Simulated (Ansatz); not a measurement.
Piezoelectric tensor of ZnS

Theory: DFT PBE, scalar-relativistic, plane waves, PAW in Ansatz 0.2.0. Cutoff 420 eV, 8×8×8 k-points (Γ-centred), fixed occupations. No spin polarisation.

Relaxed structure:
```
Zn S
1.0
     0.00000    2.72171    2.72171
     2.72171    0.00000    2.72171
     2.72171    2.72171    0.00000
Zn S
1 1
Direct
  0.25000 0.25000 0.25000
  0.00000 0.00000 0.00000
```

The cell was relaxed from a distorted copy of a database structure.

(1) Give the relaxed-ion proper piezoelectric stress tensor e_iJ (C/m², Voigt columns xx yy zz yz xz xy).

(2) With the elastic constants (GPa, Voigt order)
C11 = 97.0, C12 = 55.9, C13 = 55.9, C22 = 97.0, C23 = 55.9, C33 = 97.0, C44 = 46.1, C55 = 46.1, C66 = 46.1 GPa; the others vanish.
find the strain coefficients d = e·C⁻¹ (pC/N).

Answers

(1)
```
x    0.000  0.000  0.000 -0.041  0.000  0.000
y    0.000  0.000  0.000  0.000 -0.041  0.000
z    0.000  0.000  0.000  0.000  0.000 -0.041
```
Signs follow the orientation of the cell as given.

(2)
```
x    0.00  0.00  0.00 -0.89  0.00  0.00
y    0.00  0.00  0.00  0.00 -0.89  0.00
z    0.00  0.00  0.00  0.00  0.00 -0.89
```
